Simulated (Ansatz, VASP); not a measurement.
**Ru in VASP and in Ansatz**

```xyz
4
Lattice="1.3554 -4.5900 0.0000 1.3554 4.5900 0.0000 0.0000 0.0000 4.5897" Properties=species:S:1:pos:R:3 pbc="T T T"
Ru    1.3554    3.4270    4.5066
Ru    1.3554   -1.1630    2.3780
Ru    1.3554   -3.4270    0.0831
Ru    1.3554    1.1630    2.2118
```

Alike in both runs: functional PBEsol; k mesh 18 × 18 × 10; occupations gaussian, width 0.1 eV; no spin polarisation.

Ansatz relaxed the structure, and its values are those at the end. VASP's run is a single point on that final structure, the one shown.

```csv
,VASP,Ansatz
version,VASP 6.6.1,Ansatz 0.2.0
potentials or method,"VASP PAW PBE potentials, release 64 (Ru_pv)","scalar-relativistic, plane waves, PAW"
plane-wave cutoff (eV),520,420
valence electrons in the cell,56,64
```

|  | VASP | Ansatz | Ansatz less VASP |
| --- | --- | --- | --- |
| gap on the k mesh at the Fermi level (eV) | none | none | - |
| pressure (GPa) | 0.1 | 0.0 | -0.09 |
| rms of the force components (eV/Å) | 0.027 | 0.002 | -0.0255 |

A gap of «none» marks a metal or a gap that the smearing closes. The functional is the same, so the differences come from potentials, cutoffs and numerics. The two sets of potentials don't hold the same shells in valence.

Caveats: the PAW data sets were made with another functional, which shifts forces and pressure a little (VASP).
